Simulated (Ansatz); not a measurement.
A surface is cut from this relaxed crystal of EuO:

```cif
data_structure
_symmetry_space_group_name_H-M 'Fm-3m'
_symmetry_Int_Tables_number 225
_cell_length_a 5.0612
_cell_length_b 5.0612
_cell_length_c 5.0612
_cell_angle_alpha 90.000
_cell_angle_beta 90.000
_cell_angle_gamma 90.000
_cell_volume 129.65
loop_
_atom_site_label
_atom_site_type_symbol
_atom_site_symmetry_multiplicity
_atom_site_Wyckoff_symbol
_atom_site_fract_x
_atom_site_fract_y
_atom_site_fract_z
_atom_site_occupancy
Eu1 Eu 4 b 0.50000 0.00000 0.00000 1
O1 O 4 a 0.00000 0.00000 0.00000 1
```

Miller indices refer to the conventional cell of Fm-3m (No. 225), a = 5.061 Å, b = 5.061 Å, c = 5.061 Å, α = 90.00°, β = 90.00°, γ = 90.00°.

Consider the (111) slab of 8 planes, 10.2 Å thick with 15 Å of vacuum as cut; outer planes O (top) and Eu (bottom), all atoms relaxed.

These are results of DFT PBE, scalar-relativistic, plane waves, PAW (Ansatz), not measurements. Cutoff 420 eV; k points 12×12×1 on the computed 8-atom cell (Γ-centred); Gaussian smearing, width 0.10 eV; collinear spin with starting moments 7.2 0.0 7.2 0.0 7.2 0.0 7.2 0.0 μB; the SCF started from the saved density, moments and f occupations of an earlier run in this study. The cell repeats along c with a dipole correction in the vacuum.

The work function is left out: read from the slab's Fermi level and from the bulk's it differs by over 0.3 eV, so the slab is too thin for it. The slab's inner planes relax by over 3 % too, so it holds no bulk-like region.

**Question.** Predict the surface energy (mean of both faces).

**Answer.** 1.34 J/m².

**Question.** Estimate the dipole of the slab along +c, per cell.

**Answer.** -0.0851 e·Å.

**Question.** Estimate the spin moments in spheres of the Eu atoms (bottom, middle, top).

**Answer.** 6.73, 6.41, 6.11 μB.

**Question.** The top two planes lie 1.461 Å apart in the bulk. How does relaxation change this?

**Answer.** The spacing becomes 0.709 Å (-51.5 %).

With no bulk-like middle, the error of these values can't be bounded.

The state reached may not be the lowest one. Spin-orbit coupling is left out, which matters for the bands of heavy elements. Without a Hubbard U the f levels lie too near the Fermi level, so gaps, band edges and the localisation of f electrons are unreliable. Semilocal functionals without U can misjudge the magnetic state of such a slab.

Worked out: the slab's 8 atoms lie 1.852 eV above the same atoms in the bulk. Shared over two faces of 11.09 Å² this is 83.5 meV/Å², and 1 eV/Å² is 16.02 J/m², which gives 1.34 J/m². The cut crosses 3 bonds a cell (neighbours within 10 % of the shortest distances), so each costs 0.62 eV on this count. The top two spacings change in opposite senses (-51.5 and +30.0 %). The faces differ by 1.39 eV because the slab carries a dipole: a dipole layer of p per area A shifts the vacuum level by e·p/(ε0·A) = 180.95 V·Å × 0.0851 e·Å / 11.09 Å² = 1.39 eV.
